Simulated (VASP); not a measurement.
# VN: relaxation of cell and atoms with PBEsol

The system is VN.

```
CELL_PARAMETERS angstrom
0.00000 2.04000 2.04000
2.04000 0.00000 2.04000
2.04000 2.04000 0.00000
ATOMIC_POSITIONS crystal
V 0.00000 0.00000 0.00000
N 0.50000 0.50000 0.50000
```

The cell was built by a generator and needn't be a form met in nature.

```yaml
Program: VASP 6.6.1
Task: relaxation of cell and atoms
Functional: PBEsol
Potentials_or_basis: VASP PAW PBE potentials, release 64 (V_sv, N)
Cutoff: 600 eV
k_mesh: 18 × 18 × 18
Occupations: methfessel-paxton, width 0.1 eV
Spin: no spin polarisation
Further_INCAR_settings: ALGO = Normal; EDIFF = 1e-06; IBRION = 2; EDIFFG = -0.005; NSW = 60; ISIF = 3
```

- Relaxed volume: 8.46 Å³/atom
- Relaxed cell: a = 2.881 Å, b = 2.881 Å, c = 2.881 Å, α = 60.00°, β = 60.00°, γ = 60.00°
- Space group after relaxing (to 0.05 Å): Fm-3m (No. 225)
- Energy gained by relaxing: 0.1 meV/atom
- Ionic steps: 3
- Pressure after relaxing: 0.0 GPa

The path:
```csv
step,energy change (eV),largest force (eV/Å),pressure (GPa),volume (Å³)
1,0.0000,0.0000,-1.30,16.98
2,0.0004,0.0000,2.10,16.81
3,-0.0003,0.0000,0.00,16.92
```

Final structure:
```
CELL_PARAMETERS angstrom
0.00000 2.03747 2.03747
2.03747 0.00000 2.03747
2.03747 2.03747 0.00000
ATOMIC_POSITIONS crystal
V 0.00000 0.00000 0.00000
N 0.50000 0.50000 0.50000
```

Levels at points of the mesh, in eV from the Fermi level:
| k point | band 5 | band 6 | band 7 | band 8 | band 9 | band 10 | band 11 | band 12 | band 13 |
| --- | --- | --- | --- | --- | --- | --- | --- | --- | --- |
| (0.00, 0.00, 0.00) | -18.19 | -2.28 | -2.28 | -2.28 | -1.63 | -1.63 | -1.63 | -0.52 | -0.52 |
| (0.50, 0.00, 0.00) | -15.27 | -9.21 | -6.33 | -6.33 | 0.65 | 0.65 | 1.57 | 5.26 | 5.26 |
| (0.50, 0.50, 0.00) | -16.34 | -6.83 | -4.06 | -3.74 | -3.74 | 0.52 | 1.31 | 1.31 | 2.92 |

It took 93 s on 1 thread of Intel(R) Xeon(R) Platinum 8375C CPU @ 2.90GHz (Ice Lake) (shared host), peak memory 0.18 GiB.

Caveat: the bands computed are all filled at some k points, so no gap is given; the PAW data sets were made with another functional, which shifts forces and pressure a little; the run has no spin polarisation, though such a crystal can be magnetic.
